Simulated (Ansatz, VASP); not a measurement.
Ta: VASP beside Ansatz

```
CELL_PARAMETERS angstrom
-1.65128 1.65128 1.65128
1.65128 -1.65128 1.65128
1.65128 1.65128 -1.65128
ATOMIC_POSITIONS crystal
Ta 0.00000 0.00000 0.00000
```

Alike in both runs: task relaxation of cell and atoms; functional PBEsol; dispersion D4; k mesh 11 × 11 × 11; occupations fermi-dirac, width 0.05 eV; no spin polarisation.

```csv
,VASP,Ansatz
version,VASP 6.6.1,Ansatz 0.2.0
potentials or method,"VASP PAW PBE potentials, release 64 (Ta_pv)",Ansatz PAW
plane-wave cutoff (eV),600,420
valence electrons in the cell,11,13
```

```tsv
	VASP	Ansatz	Ansatz less VASP
gap on the k mesh at the Fermi level, each at its own relaxed structure (eV)	none	none	-
relaxed volume (Å³/atom)	17.51	17.49	-0.022
relaxed cell length with the largest relative difference (Å)	2.834	2.832	-0.0012
energy change over the relaxation (meV/atom)	-9	-10	-0.6
```

A gap of «none» marks a metal or a gap that the smearing closes. The two sets of potentials don't hold the same shells in valence.

Caveats: pairwise dispersion overbinds metals, which lowers pressure and volume; the PAW data sets were made with another functional, which shifts forces and pressure a little (VASP); the plane-wave basis is chosen anew once the cell has moved, so the energies of steps on either side of that aren't comparable (Ansatz); the PAW data sets come from PBE, with cores solved anew for the run's functional, which leaves a small shift of forces and pressure (Ansatz). The runs have no spin-orbit coupling, so splittings on Ta are missing.
